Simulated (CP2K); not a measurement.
LiCl under changes of volume

One of the cells (16.871 Å³/atom); the others are scaled copies at fixed shape and fractional positions:

```
Cl Li
1.0
     3.62713    0.00000    0.00000
     1.81357    3.14119    0.00000
     1.81357    1.04706    2.96154
Cl Li
1 1
Direct
  0.50000 0.50000 0.50000
  0.00000 0.00000 0.00000
```

* Program: CP2K 2026.2
* Functional: LDA
* Potentials or basis: GTH_POTENTIALS Cl GTH-PADE-q7, Li GTH-PADE-q3; TZVP-MOLOPT-PBE-GTH basis
* Density cutoff: 6123 eV
* k mesh: 9 × 9 × 9
* Occupations: fermi-dirac, width 0.05 eV
* Spin: no spin polarisation

| volume (Å³/atom) | energy over the lowest point (meV/atom) | pressure (GPa) | gap on the mesh (eV) |
| --- | --- | --- | --- |
| 15.859 | 0.00 | -1.1 | 6.31 |
| 16.196 | 3.11 | -1.8 | 6.19 |
| 16.534 | 7.68 | -2.5 | 6.07 |
| 16.871 | 13.50 | -3.0 | 5.95 |
| 17.209 | 20.40 | -3.5 | 5.83 |
| 17.546 | ? | ? | ? |
| 17.883 | 37.13 | -4.4 | 5.63 |

What does the run at 17.546 Å³/atom give?

Energy over the lowest point 28.34 meV/atom; pressure -4.0 GPa; gap on the mesh 5.73 eV.

Worked out: A Birch-Murnaghan fit of order 3 (a polynomial in V^(-2/3)) to the other rows has its minimum at 15.40 Å³/atom, just outside them, with B0 = V·E''(V) = 40 GPa and B' = 4.4. It gives 28.33 meV/atom at 17.546 Å³/atom, against the run's 28.34, and -dE/dV = -4.0 GPa, against -4.0. A straight line through the other rows of the gap, of slope -5.71 eV per unit of ln V (its deformation potential), gives 5.73 eV, against the run's 5.73.

Energies are extrapolated to zero smearing.

Caveats: an odd mesh through Γ misses points on the zone boundary, where band edges often lie; the basis of atomic orbitals isn't converged, which shifts pressures, moduli and gaps.
